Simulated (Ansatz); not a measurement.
# BaO: Core-electron binding energies

Cell: a COD entry, ions relaxed with PBE at fixed cell, repeated to a supercell; a hole's nearest image is 7.8 Å away.

Space group Fm-3m (No. 225); a = 5.5000 Å.

| site | Wyckoff | site symmetry | x | y | z |
| --- | --- | --- | --- | --- | --- |
| Ba1 | 4a | m-3m | 0.0000 | 0.0000 | 0.0000 |
| O9 | 4b | m-3m | 0.5000 | 0.5000 | 0.5000 |

One atom of each set is listed; the run and its k-mesh use a cell of 16 atoms with edges of 7.78, 7.78, 7.78 Å.

Level of theory: DFT, PBE, plane waves and PAW, scalar-relativistic, 420 eV cutoff, Γ-centred 3×3×3 k-points, fixed occupations (Ansatz 0.2.0).

Each value is a total-energy difference between the cell with one core hole and the ground state (ΔSCF), counted from the top of the valence band. The cell with the hole is spin-polarised, as the shell with the hole is left with one unpaired spin. The periodic images are corrected with the calculated ε∞ = 4.20.

Problem. What binding energies does the calculation give for Ba 3d, O 1s?

Solution. 

```json
{"line": "Ba 3d", "atom": "1", "first shell": "6 O at 2.75 Å", "E_B (eV)": "778.1", "j = l + ½ / j = l − ½ (eV)": "772.0 / 787.2"}
{"line": "O 1s", "atom": "9", "first shell": "6 Ba at 2.75 Å", "E_B (eV)": "526.7", "j = l + ½ / j = l − ½ (eV)": "–"}
```

For p, d and f shells E_B is the weighted mean of the two lines, whose splitting comes from the free atom's Dirac orbitals.

The program doubts some values: the cell is too small to check the potential alignment. Absolute PBE values can be off by an eV or more, and the 3d and 4f lines of heavy atoms by several eV. Multiplets, satellites and widths aren't calculated.
